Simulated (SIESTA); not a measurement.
## BaZrO3 under changes of volume

One of the cells (14.726 Å³/atom); the others are scaled copies at fixed shape and fractional positions:

```
Ba Zr O
1.0
     4.19134    0.00000    0.00000
     0.00000    4.19134    0.00000
     0.00000    0.00000    4.19134
Ba Zr O
1 1 3
Direct
  0.00000 0.00000 0.00000
  0.50000 0.50000 0.50000
  0.50000 0.50000 0.00000
  0.50000 0.00000 0.50000
  0.00000 0.50000 0.50000
```

| Property | Result |
| --- | --- |
| Program | SIESTA 5.4.2 |
| Functional | LDA |
| Potentials or basis | PseudoDojo 0.4 standard (LDA files) |
| Basis | DZP (energy shift 0.003 Ry; two zetas on semicore shells; d shell added on Ba) |
| Grid cutoff | 800 Ry |
| Energy shift | 0.003 Ry |
| k mesh | 4 × 4 × 4 |
| Occupations | fermi-dirac, width 0.05 eV |
| Spin | no spin polarisation |

```csv
volume (Å³/atom),energy over the lowest point (meV/atom),pressure (GPa),gap on the mesh (eV)
13.843,19.30,9.5,3.03
14.137,5.89,5.2,2.99
14.432,0.00,1.3,2.95
14.726,?,?,?
15.021,7.72,-5.3,2.88
15.315,19.98,-8.0,2.84
15.610,37.04,-10.5,2.80
```

Problem. What does the run at 14.726 Å³/atom give?

Solution. Energy over the lowest point 0.86 meV/atom; pressure -2.2 GPa; gap on the mesh 2.92 eV.

Worked out: A Birch-Murnaghan fit of order 3 (a polynomial in V^(-2/3)) to the other rows has its minimum at 14.54 Å³/atom with B0 = V·E''(V) = 174 GPa and B' = 4.6. It gives 0.85 meV/atom at 14.726 Å³/atom, against the run's 0.86, and -dE/dV = -2.2 GPa, against -2.2. A straight line through the other rows of the gap, of slope -1.89 eV per unit of ln V, gives 2.91 eV, against the run's 2.92.

Energies are extrapolated to zero smearing.

Caveats: this set's barium file shifts pressures by up to 1 GPa against other sets; spin-orbit coupling is left out, which moves the levels of the heavy elements; the basis of atomic orbitals isn't converged, which shifts pressures, moduli and gaps.

A mesh can miss the band edges.
